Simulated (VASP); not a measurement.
# AgCl (Pm-3m) in VASP: single point with PBE+D3(BJ)

Aim: the single point of AgCl with PBE+D3(BJ).

Everything below comes from runs of VASP 6.6.1. Logs are shortened: lines on timing, memory, paths and dates and some standing lists are left out, and cuts for length are marked.

### Step 1. Starting point

It takes space group Pm-3m (No. 221, cubic). Conventional cell: a = 3.434 Å, b = 3.434 Å, c = 3.434 Å, α = 90.00°, β = 90.00°, γ = 90.00°. Ag (site symmetry m-3m) has 8 Cl at 2.97 Å as nearest neighbours. Around Cl (site symmetry m-3m) lie 8 Ag at 2.97 Å.

Measurements of this composition are mostly on another form, of space group No. 225.

### Step 2. Single point, PBE+D3(BJ)

INCAR reads:

```
SYSTEM = AgCl
PREC = Accurate ; ENCUT = 520
EDIFF = 1E-6 ; ISMEAR = 0
SIGMA = 0.1 ; LREAL = .FALSE.
LASPH = .TRUE. ; NELM = 100
ALGO = Normal ; ISIF = 2
LWAVE = .FALSE. ; LCHARG = .FALSE.
GGA = PE ; IVDW = 12
NBANDS = 16
```

KPOINTS reads:

```
Automatic mesh
0
G
  6 6 6
  0 0 0
```

POSCAR reads:

```
AgCl
1.0
    3.4339730000      0.0000000000      0.0000000000
    0.0000000000      3.4339730000      0.0000000000
    0.0000000000      0.0000000000      3.4339730000
Ag Cl
1 1
Direct
    0.0000000000      0.0000000000      0.0000000000
    0.5000000000      0.5000000000      0.5000000000
```

Potentials or basis: VASP PAW PBE potentials, release 64 (Ag, Cl).

Command:

```console
cat potpaw_PBE.64/Ag/POTCAR potpaw_PBE.64/Cl/POTCAR > POTCAR
mpirun -np 1 vasp_std > vasp.out
```

OUTCAR:

```text
SYSTEM = AgCl
   PREC = Accurate
   ENCUT = 520
   EDIFF = 1E-6
   ISMEAR = 0
   LREAL = .FALSE.
   LASPH = .TRUE.
   NELM = 100
   ISIF = 2
   GGA = PE
   IVDW = 12
 IVDW          = 12

 ion  position               nearest neighbor table
   1  0.000  0.000  0.000-   2 2.97   2 2.97   2 2.97   2 2.97   2 2.97   2 2.97   2 2.97   2 2.97

   2  0.500  0.500  0.500-   1 2.97   1 2.97   1 2.97   1 2.97   1 2.97   1 2.97   1 2.97   1 2.97

  LATTYP: Found a simple cubic cell.
 ALAT       =     3.4339730000

  Lattice vectors:

 A1 = (   3.4339730000,   0.0000000000,   0.0000000000)
 A2 = (   0.0000000000,   3.4339730000,   0.0000000000)
 A3 = (   0.0000000000,   0.0000000000,   3.4339730000)

Analysis of symmetry for initial positions (statically):
=====================================================================
 Subroutine PRICEL returns:
 Original cell was already a primitive cell.

 Routine SETGRP: Setting up the symmetry group for a
 simple cubic supercell.

 Subroutine GETGRP returns: Found 48 space group operations
 (whereof 48 operations were pure point group operations)
 out of a pool of 48 trial point group operations.

The static configuration has the point symmetry O_h .

Analysis of symmetry for dynamics (positions and initial velocities):
=====================================================================
 Subroutine PRICEL returns:
 Original cell was already a primitive cell.

 Routine SETGRP: Setting up the symmetry group for a
 simple cubic supercell.

 Subroutine GETGRP returns: Found 48 space group operations
 (whereof 48 operations were pure point group operations)
 out of a pool of 48 trial point group operations.

The dynamic configuration has the point symmetry O_h .

 Subroutine INISYM returns: Found 48 space group operations
 (whereof 48 operations are pure point group operations),
 and found     1 'primitive' translations

----------------------------------------------------------------------------------------

                                     Primitive cell

  volume of cell :      40.4940

  direct lattice vectors                    reciprocal lattice vectors
     3.433973000  0.000000000  0.000000000     0.291207881  0.000000000  0.000000000
     0.000000000  3.433973000  0.000000000     0.000000000  0.291207881  0.000000000
     0.000000000  0.000000000  3.433973000     0.000000000  0.000000000  0.291207881

  length of vectors
     3.433973000  3.433973000  3.433973000     0.291207881  0.291207881  0.291207881

  position of ions in fractional coordinates (direct lattice)
     0.000000000  0.000000000  0.000000000
     0.500000000  0.500000000  0.500000000

  ion indices of the primitive-cell ions
   primitive index   ion index
                 1           1
                 2           2

----------------------------------------------------------------------------------------

 KPOINTS: Automatic mesh

Automatic generation of k-mesh.
 Grid dimensions read from file:
 generate k-points for:    6    6    6

 Generating k-lattice:

  Cartesian coordinates                     Fractional coordinates (reciprocal lattice)
     0.048534647  0.000000000  0.000000000     0.166666667  0.000000000  0.000000000
     0.000000000  0.048534647  0.000000000     0.000000000  0.166666667  0.000000000
     0.000000000  0.000000000  0.048534647     0.000000000  0.000000000  0.166666667

  Length of vectors
     0.048534647  0.048534647  0.048534647

  Shift w.r.t. Gamma in fractional coordinates (k-lattice)
     0.000000000  0.000000000  0.000000000

 Subroutine IBZKPT returns following result:
 ===========================================

 Found     20 irreducible k-points:

 Following reciprocal coordinates:
            Coordinates               Weight
  0.000000  0.000000  0.000000      1.000000
  0.166667  0.000000  0.000000      6.000000
  0.333333  0.000000  0.000000      6.000000
  0.500000  0.000000  0.000000      3.000000
  0.166667  0.166667  0.000000     12.000000
  0.333333  0.166667  0.000000     24.000000
[... 12 lines left out ...]
  0.500000  0.500000  0.333333      6.000000
  0.500000  0.500000  0.500000      1.000000
   k-points           NKPTS =     20   k-points in BZ     NKDIM =     20   number of bands    NBANDS=     16
   number of dos      NEDOS =    301   number of ions     NIONS =      2
   total plane-waves  NPLWV =  21952
   dimension x,y,z NGX =    28 NGY =   28 NGZ =   28
   dimension x,y,z NGXF=    56 NGYF=   56 NGZF=   56
   ions per type =               1   1
   NGX,Y,Z   is equivalent  to a cutoff of  13.56, 13.56, 13.56 a.u.
   NGXF,Y,Z  is equivalent  to a cutoff of  27.11, 27.11, 27.11 a.u.
 SYSTEM =  AgCl
   PREC   = accura    normal or accurate (medium, high low for compatibility)
   ISTART =      0    job   : 0-new  1-cont  2-samecut
   ICHARG =      2    charge: 1-file 2-atom 10-const
   ISPIN  =      1    spin polarized calculation?
   LNONCOLLINEAR =      F non collinear calculations
   LSORBIT =      F    spin-orbit coupling
   LASPH  =      T    aspherical Exc in radial PAW
   ENCUT  =  520.0 eV  38.22 Ry    6.18 a.u.   6.38  6.38  6.38*2*pi/ulx,y,z
   NELM   =    100;   NELMIN=  2; NELMDL= -5     # of ELM steps
   EDIFF  = 0.1E-05   stopping-criterion for ELM
   LREAL  =      F    real-space projection
   EDIFFG = 0.1E-04   stopping-criterion for IOM
   NSW    =      0    number of steps for IOM
   IBRION =     -1    ionic relax: 0-MD 1-quasi-New 2-CG
   NFREE  =      0    steps in history (QN), initial steepest desc. (CG)
   ISIF   =      2    stress and relaxation
   ISYM   =      2    0-nonsym 1-usesym 2-fastsym
   POTIM  = 0.5000    time-step for ionic-motion
   TEBEG  =    0.0;   TEEND  =   0.0 temperature during run
   PSTRESS=    0.0 pullay stress
   NELECT =      18.0000    total number of electrons
   NUPDOWN=      -1.0000    fix difference up-down
   EMIN   =  10.00;   EMAX   =-10.00  energy-range for DOS
   EFERMI =   0.00;   METHOD = LEGACY
   ISMEAR =     0;   SIGMA  =   0.10  broadening in eV -4-tet -1-fermi 0-gaus
   EFERMI_NEDOS =   21; number of points for ismear=-14 and -15
   IALGO  =     38    algorithm
   IMIX   =      4    mixing-type and parameters
     AMIX     =   0.40;   BMIX     =  1.00
     AMIX_MAG =   1.60;   BMIX_MAG =  1.00
  volume/ion in A,a.u.               =      20.25       136.63
  Fermi-wavevector in a.u.,A,eV,Ry     =   1.249402  2.361027 21.238760  1.561005
  Thomas-Fermi vector in A             =   2.383444
   LORBIT       =      0    0 simple, 1 ext, 2 COOP (PROOUT), +10 PAW based schemes
   GGA     = PE    functional components
   LHFCALC =     F    Hartree Fock is set to
   AEXX    =    0.0000 exact exchange contribution
   IVDW    =    12    specifies the selected vdW correction
   LEPSILON=     F    determine dielectric tensor
   LRPA    =     F    only Hartree local field effects (RPA)
 non-spin polarized calculation
 Gauss-broadening in eV      SIGMA  =   0.10
  energy-cutoff  :      520.00
  volume of cell :       40.49
 maximum number of plane-waves:      1108
 NGX is ok and might be reduce to    28
   NGX = 13   NGY = 13   NGZ = 13

 number of electron      18.0000002 magnetization

 Free energy of the ion-electron system (eV)
  ---------------------------------------------------
  ext. energy  EPLUGINS =         0.00000000
  ---------------------------------------------------
  free energy    TOTEN  =        -5.12017672 eV

  energy without entropy =       -5.12017638  energy(sigma->0) =       -5.12017655

 E-fermi :   4.1876     XC(G=0): -10.3843

 val. band max:        3.8863462291   @ k =   0.5000   0.0000   0.0000
 cond. band min:       4.4591548499   @ k =   0.0000   0.0000   0.0000
 fundamental gap:      0.5728086208
 Fermi energy:         4.1875849902

 k-point     1 :       0.0000    0.0000    0.0000
  band No.  band energies     occupation
      1     -10.6813      2.00000
      2       1.1698      2.00000
      3       1.1698      2.00000
      4       2.1069      2.00000
      5       2.1069      2.00000
      6       2.1069      2.00000
[... 8 lines left out ...]
     15      17.5443      0.00000
     16      20.2800      0.00000

 k-point     2 :       0.1667    0.0000    0.0000
  band No.  band energies     occupation
      1     -10.5742      2.00000
      2       0.6985      2.00000
      3       1.2053      2.00000
      4       1.6039      2.00000
      5       1.6039      2.00000
      6       1.9056      2.00000
[... 8 lines left out ...]
     15      17.1353      0.00000
     16      20.1774      0.00000

 k-point     3 :       0.3333    0.0000    0.0000
  band No.  band energies     occupation
      1     -10.3430      2.00000
      2      -0.5682      2.00000
      3       1.1866      2.00000
      4       1.1866      2.00000
      5       1.2776      2.00000
      6       2.1444      2.00000
[... 8 lines left out ...]
     15      18.9586      0.00000
     16      19.9758      0.00000

 k-point     4 :       0.5000    0.0000    0.0000
  band No.  band energies     occupation
      1     -10.2174      2.00000
      2      -1.1139      2.00000
      3       1.0382      2.00000
      4       1.0382      2.00000
      5       1.3144      2.00000
      6       2.1570      2.00000
[... 8 lines left out ...]
     15      19.6527      0.00000
     16      19.8767      0.00000

 k-point     5 :       0.1667    0.1667    0.0000
  band No.  band energies     occupation
      1     -10.4747      2.00000
      2       0.5869      2.00000
      3       0.9496      2.00000
      4       1.4335      2.00000
      5       1.5108      2.00000
      6       2.0358      2.00000
[... 8 lines left out ...]
     15      17.9419      0.00000
     16      19.1039      0.00000

 k-point     6 :       0.3333    0.1667    0.0000
  band No.  band energies     occupation
      1     -10.2614      2.00000
      2      -0.3715      2.00000
      3       0.9311      2.00000
      4       1.2877      2.00000
      5       1.4279      2.00000
      6       2.0409      2.00000
[... 8 lines left out ...]
     15      18.9291      0.00000
     16      19.1831      0.00000

 k-point     7 :       0.5000    0.1667    0.0000
  band No.  band energies     occupation
      1     -10.1464      2.00000
      2      -0.8491      2.00000
      3       0.9020      2.00000
      4       1.1814      2.00000
      5       1.4076      2.00000
      6       2.0692      2.00000
[... 8 lines left out ...]
     15      19.0553      0.00000
     16      20.6823      0.00000

 k-point     8 :       0.3333    0.3333    0.0000
  band No.  band energies     occupation
      1     -10.0888      2.00000
      2      -0.0646      2.00000
      3       0.5235      2.00000
      4       1.4901      2.00000
      5       1.5257      2.00000
      6       1.8933      2.00000
[... 8 lines left out ...]
     15      17.9777      0.00000
     16      19.5823      0.00000

 k-point     9 :       0.5000    0.3333    0.0000
  band No.  band energies     occupation
      1      -9.9971      2.00000
      2      -0.1803      2.00000
      3       0.5508      2.00000
      4       1.5113      2.00000
      5       1.5480      2.00000
      6       1.9019      2.00000
[... 8 lines left out ...]
     15      18.0086      0.00000
     16      20.4844      0.00000
[... 96 lines left out ...]
 k-point    15 :       0.5000    0.3333    0.1667
  band No.  band energies     occupation
      1      -9.9156      2.00000
      2      -0.1841      2.00000
      3       0.2747      2.00000
      4       1.3763      2.00000
      5       1.6560      2.00000
      6       1.9969      2.00000
[... 8 lines left out ...]
     15      17.9366      0.00000
     16      19.2531      0.00000

 k-point    16 :       0.5000    0.5000    0.1667
  band No.  band energies     occupation
      1      -9.8330      2.00000
      2       0.0599      2.00000
      3       0.0599      2.00000
      4       1.0528      2.00000
      5       1.6444      2.00000
      6       2.3010      2.00000
[... 8 lines left out ...]
     15      18.8976      0.00000
     16      18.8976      0.00000

 k-point    17 :       0.3333    0.3333    0.3333
  band No.  band energies     occupation
      1      -9.8346      2.00000
      2       0.0322      2.00000
      3       0.0322      2.00000
      4       0.4914      2.00000
      5       2.0381      2.00000
      6       2.0381      2.00000
[... 8 lines left out ...]
     15      17.8898      0.00000
     16      18.5904      0.00000

 k-point    18 :       0.5000    0.3333    0.3333
  band No.  band energies     occupation
      1      -9.7428      2.00000
      2      -0.2391      2.00000
      3      -0.0835      2.00000
      4       0.3838      2.00000
      5       2.0589      2.00000
      6       2.2066      2.00000
[... 8 lines left out ...]
     15      18.3312      0.00000
     16      20.0506      0.00000

 k-point    19 :       0.5000    0.5000    0.3333
  band No.  band energies     occupation
      1      -9.6508      2.00000
      2      -0.2797      2.00000
      3      -0.2797      2.00000
      4       0.0237      2.00000
      5       2.1524      2.00000
      6       2.4162      2.00000
[... 8 lines left out ...]
     15      20.5882      0.00000
     16      20.5882      0.00000

 k-point    20 :       0.5000    0.5000    0.5000
  band No.  band energies     occupation
      1      -9.5533      2.00000
      2      -0.4093      2.00000
      3      -0.4093      2.00000
      4      -0.4093      2.00000
      5       2.4207      2.00000
      6       2.4207      2.00000
[... 8 lines left out ...]
     15      21.3203      0.00000
     16      21.3203      0.00000

------------------------ aborting loop because EDIFF is reached ----------------------------------------

 Edisp (eV)   -0.69803

 E8    (eV) :    -0.2792

  FORCE on cell =-STRESS in cart. coord.  units (eV):
  Direction    XX          YY          ZZ          XY          YZ          ZX
  --------------------------------------------------------------------------------------
  -------------------------------------------------------------------------------------
  Total      -0.73922    -0.73922    -0.73922    -0.00000    -0.00000     0.00000
  in kB     -29.24797   -29.24797   -29.24797    -0.00000    -0.00000     0.00000
  external pressure =      -29.25 kB  Pullay stress =        0.00 kB

 VOLUME and BASIS-vectors are now :
 -----------------------------------------------------------------------------
  energy-cutoff  :      520.00
  volume of cell :       40.49
      direct lattice vectors                 reciprocal lattice vectors
     3.433973000  0.000000000  0.000000000     0.291207881  0.000000000  0.000000000
     0.000000000  3.433973000  0.000000000     0.000000000  0.291207881  0.000000000
     0.000000000  0.000000000  3.433973000     0.000000000  0.000000000  0.291207881

 POSITION                                       TOTAL-FORCE (eV/Angst)
 -----------------------------------------------------------------------------------
      0.00000      0.00000      0.00000         0.000000      0.000000      0.000000
      1.71699      1.71699      1.71699         0.000000      0.000000      0.000000
 -----------------------------------------------------------------------------------
    total drift:                               -0.000000      0.000000      0.000000

  FREE ENERGIE OF THE ION-ELECTRON SYSTEM (eV)
  ---------------------------------------------------
  free  energy   TOTEN  =        -5.8182094720 eV

  energy  without entropy=       -5.8182091284  energy(sigma->0) =       -5.81820930
```

Run time: 21 s. Hardware: 1 thread of Intel Xeon Platinum 8375C at 2.90GHz (Ice Lake), shared host; peak memory 0.16 GiB.

What came out:

* Free energy: -5.8182 eV
* Pressure: -2.9 GPa
* Band gap on the k mesh: 0.57 eV, indirect (least direct gap 2.07 eV)
* Dispersion energy per atom: -0.349 eV

A k mesh can miss the band edges.
